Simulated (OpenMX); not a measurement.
Crystal: CoO.

```
Co O
1.0
     1.50547    0.86918    2.43993
    -1.50547    0.86918    2.43993
     0.00000   -1.73837    2.43993
Co O
1 1
Direct
  0.00000 0.00000 0.00000
  0.50000 0.50000 0.50000
```

The cell is a database's computed one.

* Program: OpenMX 3.8.5
* Task: single point
* Functional: PBE
* Potentials or basis: OpenMX 2013 PBE set, Co6.0H-s3p2d2, O6.0-s2p2d1, grid cutoff 500 Ry
* k mesh: 11 × 11 × 11
* Occupations: fermi-dirac, width 0.05 eV
* Spin: collinear spin, ferromagnetic start
* Starting moments: [2.0, 0.0] μB

On this cell: pressure 2.0 GPa; largest force under 0.003 eV/Å; net moment 2.93 μB per cell; site moments Co +2.57; O +0.36 μB; band gap on the k mesh none (metal or under the smearing width).

The same run follows on a disturbed copy (atoms moved at random, drawn with an rms of 0.05 Å):

```
Co O
1.0
     1.50547    0.86918    2.43993
    -1.50547    0.86918    2.43993
     0.00000   -1.73837    2.43993
Co O
1 1
Direct
  0.99683 0.00019 0.00637
  0.47022 0.51568 0.50987
```

Problem. What changes?

Solution. The energy (extrapolated to zero smearing) moves by +1.6 meV/atom; pressure 2.4 GPa; largest force 0.099 eV/Å; net moment 2.94 μB per cell; site moments Co +2.57; O +0.36 μB; band gap on the k mesh none (metal or under the smearing width).

Forces on the atoms (eV/Å):
```
Co  -0.075  0.018 -0.063
O    0.095  0.013  0.025
```

The forces don't sum to zero, so they hold noise of the program's grid.

Caveats: the basis of atomic orbitals isn't converged, which shifts pressures, moduli and gaps; a cell with one magnetic atom can't hold antiferromagnetic order, which such compounds often take; semilocal functionals often make such compounds metallic where correlation or magnetic order opens a gap, which also shifts bond lengths.
